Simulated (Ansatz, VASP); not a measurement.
## SiC in VASP and in Ansatz

Contents of INCAR:

```
SYSTEM = SiC
PREC = Accurate
ENCUT = 520
EDIFF = 1E-6
ISMEAR = 0
SIGMA = 0.05
LREAL = .False.
LASPH = .True.
NELM = 100
ALGO = Normal
ISIF = 2
LWAVE = .False.
LCHARG = .False.
GGA = PE
NBANDS = 11
```

The input KPOINTS:

```
Automatic mesh
0
Gamma
  12 12 12
  0 0 0
```

POSCAR

```
SiC
1.0
    0.0000000000      2.1087800000      2.1413900000
    2.1087800000      0.0000000000      2.1413900000
    2.1087800000      2.1087800000      0.0000000000
Si C
1 1
Direct
    0.0000000000      0.0000000000      0.0000000000
    0.7500000000      0.7500000000      0.7500000000
```

Input for Ansatz:

```yaml
crystal:
  lattice:
    - [0.0, 2.10878, 2.14139]
    - [2.10878, 0.0, 2.14139]
    - [2.10878, 2.10878, 0.0]
  atoms:
    - { symbol: Si, position: [0.0, 0.0, 0.0] }
    - { symbol: C, position: [0.75, 0.75, 0.75] }
basis:
  ecutwfc: 420
kpoints:
  mp_grid: { grid: [12, 12, 12] }
hamiltonian:
  xc: pbe
scf:
  occupations: { method: gaussian, width: 0.05 }
output:
  forces: true
  stress: true
  eigenvalues: true
```

Change from the starting cell: strain -0.030 along x and y, -0.015 along z, atoms carried along.

Alike in both runs: task single point; functional PBE; k mesh 12 × 12 × 12; occupations gaussian, width 0.05 eV; no spin polarisation.

|  | VASP | Ansatz |
| --- | --- | --- |
| version | VASP 6.6.1 | Ansatz 0.2.0 |
| potentials or method | VASP PAW PBE potentials, release 64 (Si, C) | scalar-relativistic, plane waves, PAW |
| plane-wave cutoff (eV) | 520 | 420 |
| valence electrons in the cell | 8 | 8 |

|  | VASP | Ansatz | Ansatz less VASP |
| --- | --- | --- | --- |
| gap on the k mesh at the Fermi level (eV) | 1.19 | 1.19 | +0.003 |
| least direct gap on the mesh (eV) | 4.60 | 4.61 | +0.006 |
| pressure (GPa) | 25.0 | 25.1 | +0.11 |
| largest component of the traceless stress (GPa) | 2.73 | 2.72 | -0.009 |

Caveats: so large a pressure means that the cell lies far from this level's equilibrium, or that cutoff or potentials fall short (VASP). A k mesh can miss the band edges.
